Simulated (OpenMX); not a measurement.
CoSi:

```
CELL_PARAMETERS angstrom
2.78133 0.00000 0.00000
0.00000 2.78133 0.00000
0.00000 0.00000 2.78133
ATOMIC_POSITIONS crystal
Co 0.00000 0.00000 0.00000
Si 0.50000 0.50000 0.50000
```

Measurements of this composition are mostly on another form, of space group No. 198.

| Item | Value |
| --- | --- |
| Program | OpenMX 3.8.5 |
| Task | single point |
| Functional | PBE |
| Potentials or basis | OpenMX 2013 PBE set, Co6.0H-s3p2d2, Si7.0-s2p2d1, grid cutoff 500 Ry |
| k mesh | 11 × 11 × 11 |
| Occupations | fermi-dirac, width 0.05 eV |
| Spin | collinear spin, ferromagnetic start |
| Starting moments | [2.0, 0.0] μB |

On this cell: pressure 5.6 GPa; largest force zero by symmetry; net moment 0.64 μB per cell; site moments Co +0.66; Si -0.02 μB; band gap on the k mesh none (metal or under the smearing width).

The same run follows on a disturbed copy (atoms moved at random, drawn with an rms of 0.05 Å):

```
CELL_PARAMETERS angstrom
2.78133 0.00000 0.00000
0.00000 2.78133 0.00000
0.00000 0.00000 2.78133
ATOMIC_POSITIONS crystal
Co 0.98982 0.98882 0.99982
Si 0.49271 0.50471 0.51097
```

Task: What changes?

Result: The energy (extrapolated to zero smearing) moves by +3.3 meV/atom; pressure 6.1 GPa; largest force 0.273 eV/Å; net moment 0.64 μB per cell; site moments Co +0.66; Si -0.02 μB; band gap on the k mesh none (metal or under the smearing width).

Forces on the atoms (eV/Å):
```
Co   0.043  0.202  0.162
Si  -0.041 -0.221 -0.156
```

The forces don't sum to zero, so they hold noise of the program's grid.

Caveats: the basis of atomic orbitals isn't converged, which shifts pressures, moduli and gaps.
